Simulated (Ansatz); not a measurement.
## Ideal shear of a crystal plane in HfO$_{2}$

The calculation used DFT PBE, scalar-relativistic, plane waves, PAW in Ansatz. Cutoff 420 eV, Γ-centred 6×6×3 k-points, Gaussian smearing of 0.05 eV. Spin–orbit coupling is left out, which matters for the heavy elements here. No spin polarisation. Energies are free energies at this smearing, counted from the undisturbed cell; pressure is positive in compression.

Zero of the scan (relaxed at this level; this fluorite-type form isn't the usual structure):

```yaml
crystal:
  lattice:
    - [-2.54881, -2.54881, 0.00000]
    - [2.54881, -2.54881, 0.00000]
    - [0.00000, 0.00000, 10.19522]
  atoms:
    - { symbol: Hf, position: [0.50000, 0.50000, 0.18750] }
    - { symbol: Hf, position: [0.00000, 0.00000, 0.43750] }
    - { symbol: Hf, position: [0.50000, 0.50000, 0.68750] }
    - { symbol: Hf, position: [0.00000, 0.00000, 0.93750] }
    - { symbol: O, position: [0.50000, 0.00000, 0.06250] }
    - { symbol: O, position: [0.00000, 0.50000, 0.31250] }
    - { symbol: O, position: [0.50000, 0.00000, 0.56250] }
    - { symbol: O, position: [0.00000, 0.50000, 0.81250] }
    - { symbol: O, position: [0.50000, 0.00000, 0.31250] }
    - { symbol: O, position: [0.00000, 0.50000, 0.56250] }
    - { symbol: O, position: [0.50000, 0.00000, 0.81250] }
    - { symbol: O, position: [0.00000, 0.50000, 0.06250] }
```

The cut lies on the cell's a–b face, a (0 0 1) plane (indices in the standard cell, whose axes needn't be the Cartesian ones shown) of area 12.99 Å², between layers 1.27 Å apart. Vector c is tilted by f times 1·a − 1·b (length 5.098 Å) with the atoms' Cartesian places fixed: one unrelaxed fault a cell. The traction is dγ/du, the slope of γ against the slip u in Å. Some rows repeat others by symmetry and weren't run.

```csv
f,γ (mJ/m²),traction (GPa)
0.0000,0,0.0
0.0833,449,21.7
0.1667,1779,37.2
0.2500,3120,20.5
0.3333,3443,-1.3
0.4167,3436,3.4
0.5000,3583,0.0
0.5833,3436,-3.4
0.6667,3443,1.3
0.7500,3120,-20.5
0.8333,1779,-37.2
0.9167,449,-21.7
```

Problem. Read off the first barrier and the stress needed to climb it, and compare with Frenkel's sinusoid.

Solution. The first sampled maximum lies at f = 0.333, a slip of 1.70 Å, with γ ≈ 3443 mJ/m², which stands in for the unstable fault energy γ_us, and the steepest sampled slope before it is 37.2 GPa. A sinusoid γ = γ_us sin²(πu/λ) with its maximum there has λ = 3.40 Å and a largest slope πγ_us/λ = 31.8 GPa (1 mJ/m² per Å = 0.01 GPa).

Problem. Is there a metastable fault on this line?

Solution. The samples dip to a local minimum of 3436 mJ/m² at f = 0.417. If it survives relaxation and slip across the line, it is a planar fault that lets a dislocation split into partials, more widely the lower its energy (an antiphase boundary, where the slip puts unlike atoms in each other's places).

The cut is rigid; relaxing the faces lowers these energies and usually the stresses.

The gap closes along the scan, which can put kinks into the curve.

Cost: 7 runs of about 3.5 core-minutes in all, on Intel Xeon Platinum 8375C (Ice Lake) (shared hosts).